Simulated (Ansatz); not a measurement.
An Ansatz run on zincblende MgTe left the output below. Cell and atoms come from a relaxation with r2SCAN.

Structure:
```xyz
2
Lattice="0.0000 3.2331 3.2331 3.2331 0.0000 3.2331 3.2331 3.2331 0.0000" Properties=species:S:1:pos:R:3 pbc="T T T"
Mg    0.0000    0.0000    0.0000
Te    1.6166    1.6166    1.6166
```

Output, abridged:
```
scf.n_extra_bands = 4 over 13 filled bands (N_el = 26.0): the run solves 17 bands
Crystal: 2 atoms, lattice volume = 67.591 Å³
Basis set: ecut = 420 eV, 1363 PW (Γ)
Bands: 17, of which v1, the nominal top of the filled ones, is band 13 counted from 1 (12 counted from 0)
Symmetry: 24 space group operations
Space group: F-43m (ITA 216)
k-points: 29 of 512 (time reversal used)
preconditioner: auto → none  [insulator: Δε(μ)=2.404 eV  σ=0.020 eV  ℏωp=12.8 eV]
NSCF: frozen V_eff on 62 k-points
SCF converged after 6 iterations
Free energy (F): -8905.520641 eV
Fermi energy:    5.510900 eV
--- Per-component energies (eV) ---
  E_band       = -668.391581
  E_kinetic    = 256.319537
  E_local      = -3311.944464
  E_nonlocal   = -214.112889
  E_hartree    = 1576.343157
  E_xc         = -153.216230
  E_vxc        = -141.479594
  E_paw        = -4955.789422
  E_vpaw       = -409.860540
  E_ewald      = -2103.120158
--- Forces (eV/Å), atoms counted from 1 ---
  atom   1  Mg      0.00000      0.00000      0.00000
  atom   2  Te      0.00000      0.00000      0.00000
--- Stress (GPa, compression-positive) ---
        0.698555       0.000000       0.000000
        0.000000       0.698555       0.000000
        0.000000       0.000000       0.698555
  P = ⅓ Tr σ = 0.6986 GPa (6.986 kbar)
--- Band table (eV; the first three rows and the last of 29) ---
  k-point 0: bands = […, -30.7708, -30.7708, -5.8884, 4.2897, 4.2897, 4.2897, 6.7057, 9.7612, 9.7612, 9.7612]
  k-point 1: bands = […, -30.7708, -30.7708, -5.8141, 3.5160, 4.2196, 4.2196, 7.3510, 9.7016, 9.9294, 9.9294]
  k-point 2: bands = […, -30.7707, -30.7707, -5.6207, 2.3251, 4.0652, 4.0652, 7.7402, 10.0919, 10.0919, 10.3834]
  k-point 28: bands = […, -30.7708, -30.7705, -5.0976, 1.6134, 2.4292, 2.8558, 8.8700, 9.9181, 10.4814, 10.6989]
```

**Question.** Which of these blocks stood in the input: relax, gw, phonons, dielectric, magnetization (spin_orbit)?

**Answer.** None of them. A single point prints forces and stress when the output block asks for them.

**Question.** Which k mesh was typed?

**Answer.** 8×8×8, Γ-centred.

**Question.** How were the bands filled?

**Answer.** With smearing of width σ = 0.02 eV (Fermi-Dirac in this run).

**Question.** Which functional?

**Answer.** PBE. There is no exchange loop, so no exact exchange. The compression on the r2SCAN cell fits PBE, which tends to larger cells. Close relatives of this functional can't be ruled out from these lines alone.

Command: `ansatz run input.yaml --threads 2 --pin off --max-ram 2211MiB --backend cpu --events-out ev --progress --plain --runs-dir out`. It took 2.9 s on 2 threads of Arm Neoverse V2 (shared host), load about 0.3 per core; peak host memory 0.33 GiB.

Simulation only: spin-unpolarised, and no claim that this is the phase found in nature.

No spin-orbit coupling is included; it can move band edges with weight on the heavy atoms by tenths of an eV.
